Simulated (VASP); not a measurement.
A run of VASP 6.6.1 is set up as follows.

POSCAR

```
InAs                                    
1.0
    0.0000000000      3.0454540626      3.0454540626
    3.0454540626      0.0000000000      3.0454540626
    3.0454540626      3.0454540626      0.0000000000
  In              As            
     1     1
Direct
     0.0000000000000000    0.0000000000000000    0.0000000000000000
     0.2500000000000000    0.2500000000000000    0.2500000000000000
```

Contents of INCAR.step1:

```
SYSTEM = InAs
PREC = Accurate
ENCUT = 520
EDIFF = 1E-5
ISMEAR = 0
SIGMA = 0.03
LREAL = .FALSE.
LASPH = .TRUE.
NELM = 80
ALGO = Normal
ISIF = 2
LWAVE = .TRUE.
LCHARG = .FALSE.
KPAR = 8
GGA = PE
```

Contents of INCAR.step2:

```
SYSTEM = InAs
PREC = Accurate
ENCUT = 520
EDIFF = 1E-6
ISMEAR = 0
SIGMA = 0.03
LREAL = .FALSE.
LASPH = .TRUE.
NELM = 80
ALGO = Normal
ISIF = 2
LWAVE = .FALSE.
LCHARG = .FALSE.
GGA = PE
LHFCALC = .TRUE.
HFSCREEN = 0.2
PRECFOCK = Fast
KPAR = 8
ISTART = 1
```

The input KPOINTS:

```
Automatic mesh
0
G
  8 8 8
  0 0 0
```

Contents of KPOINTS_OPT:

```
explicit points
6
Reciprocal
 0.0000000000  0.0000000000  0.0000000000 1
 0.3750000000  0.3750000000  0.7500000000 1
 0.5000000000  0.5000000000  0.5000000000 1
 0.6250000000  0.2500000000  0.6250000000 1
 0.5000000000  0.2500000000  0.7500000000 1
 0.5000000000  0.0000000000  0.5000000000 1
```

Potentials or basis: VASP PAW PBE potentials, release 64 (In_d, As).

Run with:

```bash
$ cat potpaw_PBE.64/In_d/POTCAR potpaw_PBE.64/As/POTCAR > POTCAR
$ cp INCAR.step1 INCAR
$ mpirun -np 8 vasp_std > vasp.out
$ cp INCAR.step2 INCAR
$ mpirun -np 8 vasp_std > vasp.out
```

**Question.** Estimate the band gap on the k mesh.

**Answer.** 0.41 eV, direct.

**Question.** What does it give for the band gap along the path?

**Answer.** 0.41 eV, direct.

Caveat: spin-orbit coupling is left out, which moves the levels of the heavy elements.

**What was measured.**

A printed reference work, data compilation reports, for a bulk crystal of InAs at 4.2 K: band gap 0.418 eV (direct).

A measured gap of InAs is 0.418 eV (direct; 4.2 K; a printed reference work, data compilation); the calculated 0.41 eV misses it by -0.01 eV. Spin-orbit coupling on As, In is left out. The value is that of HSE06, without temperature or zero-point motion.
